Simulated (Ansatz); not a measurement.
Starting cell, LaAlO₃ (cubic perovskite):

```yaml
crystal:
  lattice:
    - [3.81241, 0.00000, 0.00000]
    - [0.00000, 3.81241, 0.00000]
    - [0.00000, 0.00000, 3.81241]
  atoms:
    - { symbol: La, position: [0.00000, 0.00000, 0.00000] }
    - { symbol: Al, position: [0.50000, 0.50000, 0.50000] }
    - { symbol: O, position: [0.00000, 0.50000, 0.50000] }
    - { symbol: O, position: [0.50000, 0.50000, 0.00000] }
    - { symbol: O, position: [0.50000, 0.00000, 0.50000] }
```

In this cell atom 3 (O, nearest neighbour Al at 1.906 Å; its periodic images, 3.8 Å or more away, move with it) is moved by u·(1.000, 0.000, 0.000) + v·(0.000, 0.000, 1.000); the rest is frozen.

Level of theory: PBE (plane waves to 420 eV, PAW, scalar-relativistic; Ansatz, a first-principles code). k mesh 7×7×7 (Γ-centred), Fermi-Dirac smearing 0.05 eV. Stress and pressure are positive under compression. LaAlO3 is run without spin polarisation. LaAlO3 was relaxed with its symmetry unable to fall. This is a high-temperature form of LaAlO3.

Changes of P (GPa) from the point u = 0.000 Å, v = 0.000 Å when one coordinate moves alone (two changes are said to add if the coupling is within 5 % of the smaller one, nearly so within 20 %):

```
point                      change
-------------------------  ------
u = 0.000 Å, v = -0.480 Å    4.34
u = 0.000 Å, v = -0.320 Å    1.87
u = 0.000 Å, v = -0.160 Å    0.46
u = -0.480 Å, v = 0.000 Å   25.69
u = -0.320 Å, v = 0.000 Å    9.88
u = -0.160 Å, v = 0.000 Å    2.27
u = 0.160 Å, v = 0.000 Å     2.27
u = 0.320 Å, v = 0.000 Å     9.88
u = 0.480 Å, v = 0.000 Å    25.69
u = 0.000 Å, v = 0.160 Å     0.46
u = 0.000 Å, v = 0.320 Å     1.87
u = 0.000 Å, v = 0.480 Å     4.34
```

Problem. What is the change at u = -0.320 Å, v = 0.320 Å, where both move, and how far is it from the sum?

Solution. The sum of the single changes is 9.88 + (1.87) = 11.75; the calculation gives 10.71, so the coupling contributes -1.04 (over 20 % of the smaller single change, not additive).

(For displaced atoms, the force is minus the slope of the energy, and its curvature is a force constant, which sets phonon frequencies.)
